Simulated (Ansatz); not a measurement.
Computed with Ansatz on PBE0-D4/def2-TZVP structures; ΔE is electronic, products minus reactants. CBS: MP2 limit from def2 TZ/QZ plus the TZ coupled-cluster correction, frozen cores. This one scheme is used for every species. Functionals use def2-TZVPP. HSE06 is defined as in plane-wave codes. Each species was taken in one conformer, which may not be the lowest.

`CC(C)(C)OC(C)(C)C` + CH₃SH → `CSC(C)(C)C` + `CC(C)(C)O`  (substitution at a C–O bond)

| level | ΔE (kJ/mol) | difference from CCSD(T)/CBS |
| --- | --- | --- |
| BLYP-D4 | -46.4 | 6.3 |
| r2SCAN-D4 | -49.6 | 3.1 |
| r2SCANh-D4 | -50.0 | 2.7 |
| HSE06-D4 | -53.4 | -0.7 |
| BHLYP-D4 | -45.5 | 7.2 |
| CAM-B3LYP-D4 | -42.2 | 10.5 |
| ωB97M-V | -46.7 | 6.0 |
| r2SCAN0 | -53.5 | -0.8 |
| HSE06 | -57.3 | -4.6 |
| CCSD/def2-SVP | -37.6 | 15.1 |
| HF/def2-TZVPP | -47.5 | 5.2 |
| MP2/def2-TZVPP | -57.0 | -4.3 |
| SCS-MP2/def2-TZVPP | -53.1 | -0.4 |
| CCSD(T)/def2-TZVPP | -46.9 | 5.8 |
| HF/def2-QZVPP | -47.7 | 5.0 |
| CCSD/CBS(def2) | -52.5 | 0.2 |
| CCSD(T)/CBS | -52.7 | 0 |

Largest T1 diagnostic among the species: 0.010.

The D4 term adds +4.9 kJ/mol with B3LYP and +4.2 kJ/mol with PBE0; it sums over pairs of atoms, weighted by their polarisabilities, and B3LYP, whose exchange is more repulsive, gets the larger term. Leaving LDA and LC-ωPBE aside and taking each functional with its dispersion term where it has one, the values, not all of them listed here, spread over 14.1 kJ/mol, from PBE-QIDH to CAM-B3LYP-D4. LDA lies +10.0 kJ/mol from PBE without D4.

B3LYP here is the variant with VWN-RPA as its local correlation; programs differ in this.

CCSD(T)/CBS has its own doubt, a few kJ/mol and more with outer-core shells, so smaller differences from it don't rank the levels.
